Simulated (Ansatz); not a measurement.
**Cr: single point with PBE**

The system is Cr.

```
CELL_PARAMETERS angstrom
-1.49434 1.54520 1.39322
1.56967 -1.45096 1.37431
1.40634 1.36296 -1.29897
ATOMIC_POSITIONS crystal
Cr 0.00000 0.00000 0.00000
```

This isn't the form of Cr at room conditions, which is bcc.

The cell isn't the ideal one: cell sheared at random, sigma 0.06, atoms nudged by 0.01 Å.

```
Program             : Ansatz 0.2.0
Task                : single point
Functional          : PBE
Potentials or basis : Ansatz PAW
Cutoff              : 420 eV (not typed: the program's choice for these potentials)
k mesh              : 13 × 13 × 13
Occupations         : fermi-dirac, width 0.05 eV
Spin                : collinear spin, ferromagnetic start
Starting moments    : [3.0] μB
```

```json
{
  "Pressure": "-6.3 GPa",
  "Band gap on the k mesh": "none (metal or under the smearing width)",
  "Net moment": "0.00 μB per cell",
  "Absolute moment": "0.00 μB per cell"
}
```

Stress tensor (GPa, compression positive):
```
-15.53   6.87  -5.12
  6.87  -9.43  -6.09
 -5.12  -6.09   5.96
```

Levels at points of the mesh, in eV from the Fermi level:
Spin up:
| k point | band 3 | band 4 | band 5 | band 6 | band 7 | band 8 | band 9 | band 10 | band 11 | band 12 |
| --- | --- | --- | --- | --- | --- | --- | --- | --- | --- | --- |
| (0.00, 0.00, 0.00) | -42.79 | -42.60 | -7.81 | -1.65 | -0.79 | -0.47 | 0.94 | 1.44 | 20.30 | 22.29 |
Spin down:
```
           k point  band 3  band 4  band 5  band 6  band 7  band 8  band 9  band 10  band 11  band 12
(0.00, 0.00, 0.00)  -42.79  -42.60   -7.81   -1.65   -0.79   -0.47    0.94     1.44    20.30    22.29
```

Wall time 16 s on 2 threads of Intel(R) Xeon(R) Platinum 8375C CPU @ 2.90GHz (Ice Lake) (shared host), peak memory 0.66 GiB.

Caveat: the starting moments collapsed, and a magnetic state may lie lower; the starting moments weren't kept.
